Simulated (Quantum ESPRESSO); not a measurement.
**KI under changes of volume**

One of the cells (39.510 Å³/atom); the others are scaled copies at fixed shape and fractional positions:

```xyz
2
Lattice="4.2912 0.0000 0.0000 0.0000 4.2912 0.0000 0.0000 0.0000 4.2912" Properties=species:S:1:pos:R:3 pbc="T T T"
I     2.1456    2.1456    2.1456
K     0.0000    0.0000    0.0000
```

Measurements of this composition are mostly on another form, of space group No. 225.

| Property | Result |
| --- | --- |
| Program | Quantum ESPRESSO 7.5 |
| Functional | PBE |
| Potentials or basis | SSSP 1.3 efficiency PBE |
| Cutoff | 816 eV |
| Density cutoff | 6531 eV |
| k mesh | 6 × 6 × 6 |
| Occupations | fermi-dirac, width 0.05 eV |
| Spin | no spin polarisation |

| volume (Å³/atom) | energy over the lowest point (meV/atom) | pressure (GPa) | gap on the mesh (eV) |
| --- | --- | --- | --- |
| 37.139 | ? | ? | ? |
| 37.929 | 9.68 | 1.1 | 3.44 |
| 38.720 | 4.99 | 0.8 | 3.38 |
| 39.510 | 1.93 | 0.5 | 3.33 |
| 40.300 | 0.32 | 0.2 | 3.28 |
| 41.090 | 0.00 | -0.1 | 3.23 |
| 41.880 | 0.84 | -0.3 | 3.19 |

Problem. What does the run at 37.139 Å³/atom give?

Solution. Energy over the lowest point 16.19 meV/atom; pressure 1.5 GPa; gap on the mesh 3.50 eV.

Worked out: A Birch-Murnaghan fit of order 3 (a polynomial in V^(-2/3)) to the other rows has its minimum at 40.90 Å³/atom with B0 = V·E''(V) = 12.5 GPa and B' = 4.8. It gives 16.18 meV/atom at 37.139 Å³/atom, against the run's 16.19, and -dE/dV = 1.5 GPa, against 1.5. A straight line through the other rows of the gap, of slope -2.52 eV per unit of ln V, extrapolates to 3.49 eV, against the run's 3.50.

Energies are extrapolated to zero smearing.

Caveats: spin-orbit coupling is left out, which moves the levels of the heavy elements.

A mesh can miss the band edges.
